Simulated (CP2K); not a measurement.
Runs of CP2K 2026.2 on BAs. Symmetry: F-43m, No. 216, cubic system. Conventional cell: a = 4.777 Å, b = 4.777 Å, c = 4.777 Å, α = 90.00°, β = 90.00°, γ = 90.00°. As (site symmetry -43m) is surrounded by 4 B at 2.07 Å. Around B (site symmetry -43m) lie 4 As at 2.07 Å. 

```tsv
task	level	potentials or basis	spin	smearing	EPS_DEFAULT	k points reduced by the point group	NGRIDS	points a segment of the path (NPOINTS)	bands added on the path	gap on the mesh (eV)	pressure (GPa)	V0 of scaled cells (Å³/atom)	B0 (GPa)
band structure	LDA	GTH_POTENTIALS As GTH-PADE-q5, B GTH-PADE-q3; TZVP-MOLOPT-PBE-GTH basis	off	fermi-dirac 0.05 eV	1.0E-9	yes	4	10	2	1.19	(b)	-	-
equation of state	LDA	GTH_POTENTIALS As GTH-PADE-q5, B GTH-PADE-q3; TZVP-MOLOPT-PBE-GTH basis	off	fermi-dirac 0.0259 eV	1.0E-9	yes	4	-	-	-	-	13.22	144
band structure	PBE	GTH_SOC_POTENTIALS As GTH-PBE-q5, B GTH-PBE-q3; TZVP-MOLOPT-PBE-GTH basis	SOC, no magnetisation	fermi-dirac 0.01 eV	1.0E-10	-	4	10	6	-	3.7	-	-
equation of state	r2SCAN	POTENTIAL_UZH As GTH-SCAN-q5, B GTH-SCAN-q3; TZVP-MOLOPT-SCAN-GTH basis	off	fermi-dirac 0.05 eV	1.0E-9	yes	5	-	-	-	-	(a)	139
band structure	PBEsol	POTENTIAL_UZH As GTH-PBE-q5, B GTH-PBE-q3; TZVP-MOLOPT-PBE-GTH basis	off	fermi-dirac 0.1 eV	1.0E-9	yes	5	8	6	1.06	2.3	-	-
band structure	TB-mBJ	POTENTIAL_UZH As GTH-PBE-q5, B GTH-PBE-q3; TZVP-MOLOPT-PBE-GTH basis	off	fermi-dirac 0.0259 eV	1.0E-9	yes	5	8	2	1.42	-	-	-
band structure	PBEsol	POTENTIAL_UZH As GTH-PBE-q5, B GTH-PBE-q3; TZVP-MOLOPT-PBE-GTH basis	off	fermi-dirac 0.0259 eV	1.0E-9	yes	4	6	4	1.06	2.3	-	-
band structure	TB-mBJ	POTENTIAL_UZH As GTH-PBE-q5, B GTH-PBE-q3; TZVP-MOLOPT-PBE-GTH basis	off	fermi-dirac 0.05 eV	1.0E-9	yes	4	8	4	1.42	-	-	-
band structure	PBE	POTENTIAL_UZH As GTH-PBE-q5, B GTH-PBE-q3; TZVP-MOLOPT-PBE-GTH basis	off	fermi-dirac 0.1 eV	1.0E-10	yes	5	8	2	1.21	3.6	-	-
band structure	r2SCAN	POTENTIAL_UZH As GTH-SCAN-q5, B GTH-SCAN-q3; TZVP-MOLOPT-SCAN-GTH basis	off	fermi-dirac 0.0259 eV	1.0E-10	yes	5	8	4	1.42	-1.1	-	-
band structure	r2SCAN	POTENTIAL_UZH As GTH-SCAN-q5, B GTH-SCAN-q3; TZVP-MOLOPT-SCAN-GTH basis	off	fermi-dirac 0.1 eV	1.0E-9	yes	5	10	2	1.42	-1.1	-	-
```

Alike in all rows: cell as given; k mesh 10 × 10 × 10.

Estimate the missing entries.

(a) 13.52; (b) -4.1.

Caveats: the basis of atomic orbitals isn't converged, which shifts pressures, moduli and gaps; the potentials were made for another functional, which shifts forces and pressure (some runs); this is a model potential without an energy functional, so only levels have meaning (some runs).

A k mesh can miss the band edges, and rows without SOC leave out spin-orbit coupling on As.
